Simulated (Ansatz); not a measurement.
## TiAl3 under strain

Theory: DFT r2SCAN, scalar-relativistic, plane waves, PAW (Ansatz 0.2.0). (500 eV cutoff, 10×10×4 k-mesh, Gaussian smearing of 0.10 eV, no spin polarisation)

The relaxed crystal:

```xyz
8
Lattice="3.8240 0.0000 0.0000 0.0000 3.8240 0.0000 0.0000 0.0000 8.5638" Properties=species:S:1:pos:R:3 pbc="T T T"
Ti    0.0000    0.0000    0.0000
Ti    1.9120    1.9120    4.2819
Al    1.9120    1.9120    0.0000
Al    0.0000    1.9120    2.1410
Al    1.9120    0.0000    2.1410
Al    0.0000    0.0000    4.2819
Al    1.9120    0.0000    6.4229
Al    0.0000    1.9120    6.4229
```

Deformation: all cell vectors scaled alike, the atoms relaxed, all within the symmetry that the strain leaves. Energies are extrapolated to zero smearing. Stress is positive in compression, on the Cartesian axes of the cell above.

Strains computed: -3.0, -2.0, -1.0, +1.0, +2.0, +3.0 %.

At which strain does the energy stand 49.5 meV/atom over the relaxed crystal with σxx = 12.68, σyy = 12.68, σzz = 12.38 GPa?

-3.0 %.